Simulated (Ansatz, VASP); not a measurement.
One calculation of Bi, two programs

```
CELL_PARAMETERS angstrom
-1.82199 1.82199 1.82199
1.82199 -1.82199 1.82199
1.82199 1.82199 -1.82199
ATOMIC_POSITIONS crystal
Bi 0.00000 0.00000 0.00000
```

Alike in both runs: functional LDA; k mesh 14 × 14 × 14; occupations fermi-dirac, width 0.08 eV; no spin polarisation.

Ansatz relaxed the structure, and its values are those at the end. VASP's run is a single point on that final structure, the one shown.

|  | VASP | Ansatz |
| --- | --- | --- |
| version | VASP 6.6.1 | Ansatz 0.2.0 |
| potentials or method | VASP PAW LDA potentials, release 64 (Bi_d), cutoff 520 eV | all-electron LAPW, scalar-relativistic |

Ansatz gave:

- pressure (GPa): 19.0

Estimate VASP's values.

pressure (GPa): 19.2.

Ansatz ran all-electron here, so the differences hold the error of VASP's frozen core and of both bases.

Caveats: so large a pressure means that the cell lies far from this level's equilibrium, or that cutoff or potentials fall short (VASP).
